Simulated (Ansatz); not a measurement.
Pressure against volume: Bi

```yaml
crystal:
  lattice:
    - [4.53900, 0.00000, 0.00000]
    - [-2.26950, 3.93089, 0.00000]
    - [0.00000, 0.00000, 11.82900]
  atoms:
    - { symbol: Bi, position: [0.33333, 0.66667, 0.25000] }
    - { symbol: Bi, position: [0.66667, 0.33333, 0.75000] }
```

The cell comes from COD entry 9011614, which wasn't checked; take it as a given geometry.

No spin–orbit coupling, which matters for the heavy atoms here.

Levels of theory: DFT, PBE, all-electron LAPW, scalar-relativistic (Ansatz 0.2.0); DFT, PBE, PAW with Ansatz's default frozen-core files, scalar-relativistic (Ansatz 0.2.0).

For LAPW: a Γ-centred 9×9×3 k mesh, Fermi–Dirac smearing of 0.03 eV, basis error target 0.5 meV/atom, no spin polarisation. PAW takes a cutoff of 420 eV at this cell. The Ansatz runs share mesh, smearing and spin set-up. Plane-wave (PAW) pressures include the program's estimate of the Pulay term.

The cell above is scaled evenly, with fractional coordinates and shape held.

| V/V(cell) | V (Å³/atom) | P, LAPW (GPa) | P, PAW (GPa) |
| --- | --- | --- | --- |
| 0.9400 | 99.197 | -3.60 | -3.60 |
| 0.9500 | 100.252 | -3.54 | -3.54 |
| 0.9600 | 101.307 | -3.49 | -3.49 |
| 0.9750 | 102.890 | -3.40 | -3.40 |
| 0.9800 | 103.418 | -3.38 | -3.38 |
| 0.9900 | 104.473 | -3.32 | -3.32 |
| 1.0000 | 105.528 | -3.27 | -3.27 |
| 1.0100 | 106.584 | -3.21 | -3.22 |
| 1.0200 | 107.639 | -3.16 | -3.16 |
| 1.0250 | 108.167 | -3.14 | -3.14 |
| 1.0400 | 109.749 | -3.06 | -3.06 |
| 1.0500 | 110.805 | -3.01 | -3.01 |
| 1.0600 | 111.860 | -2.96 | -2.96 |
